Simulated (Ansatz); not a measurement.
All numbers below come from Ansatz, DFT PBE, scalar-relativistic, plane waves, PAW. All cells share a 420 eV cutoff and Γ-centred k meshes spaced at most about 0.3 Å⁻¹ (about 0.25 or finer for metals, 2π included). No spin polarisation.

Temperature and zero-point effects are left out.

Question: Which of these relaxed structures of In3GaP4 is the lowest in energy?
A.

```
CELL_PARAMETERS angstrom
3.86653 0.00000 0.00000
0.00000 3.86653 0.00000
0.00000 0.00000 10.88544
ATOMIC_POSITIONS crystal
In 0.00000 0.00000 0.00000
In 0.50000 0.50000 0.25318
In 0.50000 0.50000 0.74682
Ga 0.00000 0.00000 0.50000
P 0.00000 0.00000 0.26542
P 0.50000 0.50000 0.50000
P 0.00000 0.00000 0.73458
P 0.50000 0.50000 0.00000
```

B.

```
CELL_PARAMETERS angstrom
4.12683 0.00000 0.00000
0.00000 4.12683 0.00000
0.00000 0.00000 11.73978
ATOMIC_POSITIONS crystal
In 0.00000 0.00000 0.74086
In 0.50000 0.50000 0.00000
In 0.00000 0.00000 0.25914
Ga 0.50000 0.50000 0.50000
P 0.50000 0.00000 0.87040
P 0.00000 0.50000 0.12960
P 0.50000 0.00000 0.38955
P 0.00000 0.50000 0.61045
```

Answer: B. The other, A, lies 292 meV/atom higher. Forms: B P-4m2; A P4/mmm. Counting P atoms around Ga and In (those within 1.25 times the shortest such distance or 1.15 times the sum of covalent radii): B has In 4, Ga 4; A has In 6, Ga 6. Both come from invented guesses.

Cells relaxed within their symmetry can be saddle points. Some structure types and database cells were kept out of the candidates from the start, so a known form may be missing.
